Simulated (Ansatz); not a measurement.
`BC(=C)CC` + `C=C(S)Cl` → `BSC(=C)Cl` + `C=CCC`  (ligand exchange at a B–C bond)

Program: Ansatz. Geometries: PBE0-D4/def2-TZVP. ΔE: electronic, gas phase. CBS: MP2 limit from def2 TZ/QZ plus the TZ coupled-cluster correction, frozen cores. DFT in def2-TZVPP. Each species was taken in one conformer, which may not be the lowest.

`BC(=C)CC`:

Z-matrix (Å, degrees):
```
C
C 1 1.524
C 1 1.504 2 112.0
H 1 1.096 2 108.8 3 -120.6
H 1 1.095 2 109.8 3 122.9
H 2 1.092 1 111.2 3 177.6
H 2 1.093 1 110.9 3 57.6
H 2 1.093 1 110.9 3 -62.0
C 3 1.342 1 121.2 2 113.0
B 3 1.540 1 121.3 2 -67.9
H 9 1.089 3 122.3 1 1.5
H 9 1.085 3 121.0 1 -178.9
H 10 1.199 3 121.5 1 -3.9
H 10 1.197 3 119.4 1 177.1
```

`C=C(S)Cl`:

```xyz
7

C    -0.085    1.008    0.552
C    -0.184   -0.134   -0.114
S     0.834   -1.516    0.232
Cl   -1.419   -0.366   -1.304
H     0.721    1.153    1.260
H    -0.803    1.804    0.408
H     0.936   -1.948   -1.035
```

`BSC(=C)Cl`:

Cartesian coordinates in Å:
```
B 1.409 -1.265 1.010
S 0.537 -0.899 -0.467
C -0.494 0.517 -0.223
C -1.249 0.943 -1.227
Cl -0.503 1.319 1.295
H 2.121 -2.214 0.902
H 1.300 -0.633 2.008
H -1.230 0.425 -2.178
H -1.891 1.807 -1.118
```

`C=CCC`:

Z-matrix (Å, degrees):
```
C
C 1 1.492
C 1 1.525 2 112.5
H 1 1.094 2 109.5 3 122.8
H 1 1.097 2 109.0 3 -120.9
C 2 1.325 1 125.3 3 -120.1
H 2 1.090 1 115.8 3 59.0
H 3 1.093 1 111.1 2 -58.0
H 3 1.092 1 111.2 2 -178.0
H 3 1.092 1 110.9 2 61.6
H 6 1.086 2 121.3 1 -0.7
H 6 1.084 2 121.7 1 179.5
```

Q: Is it downhill or uphill in electronic energy at CCSD(T)/CBS, and by how much? (Estimate.)

A: The calculation gave: Downhill: ΔE = -77.5 kJ/mol.

Q: What do these levels give: PBE0-D4, B2PLYP, SCS-MP2/def2-TZVPP, CCSD/def2-TZVPP, HF/def2-QZVPP, MP2/def2-QZVPP? (An estimate is asked.)

A: Ansatz gave: PBE0-D4 -81.4, B2PLYP -78.8, SCS-MP2/def2-TZVPP -74.8, CCSD/def2-TZVPP -75.1, HF/def2-QZVPP -66.3, MP2/def2-QZVPP -78.2 kJ/mol.

Largest T1 diagnostic among the species: 0.014.

From PBE to PBE0 (25 % exact exchange), in def2-TZVPP and without D4, ΔE moves by +3.4 kJ/mol. In def2-TZVPP, CCSD(T) changes the Hartree–Fock value by −10.4 kJ/mol (the triples alone add −2.4 kJ/mol) and MP2 by −11.4 kJ/mol.
